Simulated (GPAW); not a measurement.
Here is a GPAW 26.7.0 calculation.

run.py

```python
from ase.dft.bandgap import bandgap
from ase.io import read, write
from ase.units import GPa
from gpaw import GPAW, PW

atoms = read('CdS.xyz')

calc = GPAW(mode=PW(600),
            xc='PBE',
            kpts={'size': (8, 8, 8), 'gamma': True},
            occupations={'name': 'methfessel-paxton', 'order': 0, 'width': 0.028999999999999998},
            nbands=18,
            convergence={'density': 1e-05, 'energy': 1e-05},
            maxiter=150,
            txt='gpaw.txt')
atoms.calc = calc
energy = atoms.get_potential_energy()
forces = atoms.get_forces()
stress = atoms.get_stress()
calc.write('gs.gpw')
write('result.traj', atoms)
print(f'Energy: {energy:.6f} eV')
print('Forces (eV/A):')
print(forces.round(4))
print('Stress (GPa):', (stress / GPa).round(3))
print('Fermi level:', round(calc.get_fermi_level(), 4), 'eV')
print(f'Gap: {bandgap(calc)[0]:.4f} eV, direct: {bandgap(calc, direct=True)[0]:.4f} eV')
```

File CdS.xyz:

```xyz
2
Lattice="0.0000000000 2.9165000000 2.9165000000 2.9165000000 0.0000000000 2.9165000000 2.9165000000 2.9165000000 0.0000000000" Properties=species:S:1:pos:R:3 pbc="T T T"
Cd     0.0000000000      0.0000000000      0.0000000000
S      4.3747500000      4.3747500000      4.3747500000
```

Potentials or basis: GPAW PAW data sets (gpaw-data 1.2.1), pw.

Run with:

```console
$ OMP_NUM_THREADS=1 python run.py
```

Q: Predict the band gap on the k mesh.

A: 1.13 eV, direct.

Q: What does it give for the pressure?

A: 2.6 GPa.

Expect the measured gap to be larger: semilocal functionals such as PBE lack the derivative discontinuity.
